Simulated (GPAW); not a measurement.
Crystal: ZrN.

```
Zr N
1.0
     0.00000    2.30000    2.30000
     2.30000    0.00000    2.30000
     2.30000    2.30000    0.00000
Zr N
1 1
Cartesian
  2.3000 2.3000 2.3000
  0.0000 0.0000 0.0000
```

```yaml
Program: GPAW 26.7.0
Task: relaxation of cell and atoms
Functional: revPBE
Dispersion: D4
Potentials_or_basis: the program's PAW data sets (release 1.2.1) made for this functional
Cutoff: 800 eV
Basis: pw
k_mesh: 10 × 10 × 10
Occupations: fermi-dirac, width 0.05 eV
Spin: no spin polarisation
```

At the start: pressure -8.5 GPa; volume 12.17 Å³/atom.

Task: How do energy, volume and symmetry change on relaxing?

Result: Over 4 steps the energy falls by 10.2 meV/atom and the volume is 11.74 Å³/atom (-3.5 %); space group Fm-3m (No. 225, to 0.05 Å).

The path:
```csv
step,energy change (eV),largest force (eV/Å),pressure (GPa),volume (Å³)
1,0.0000,0.0000,-8.49,24.33
2,-0.0135,0.0000,-5.37,24.00
3,-0.0203,0.0000,0.23,23.46
4,-0.0204,0.0000,-0.01,23.48
```

Final structure:
```xyz
2
Lattice="0.0000 2.2727 2.2727 2.2727 0.0000 2.2727 2.2727 2.2727 0.0000" Properties=species:S:1:pos:R:3 pbc="T T T"
Zr    2.2727    2.2727    2.2727
N     0.0000    0.0000    0.0000
```

Caveat: later steps reuse the first step's grids; pairwise dispersion overbinds metals, which lowers pressure and volume.
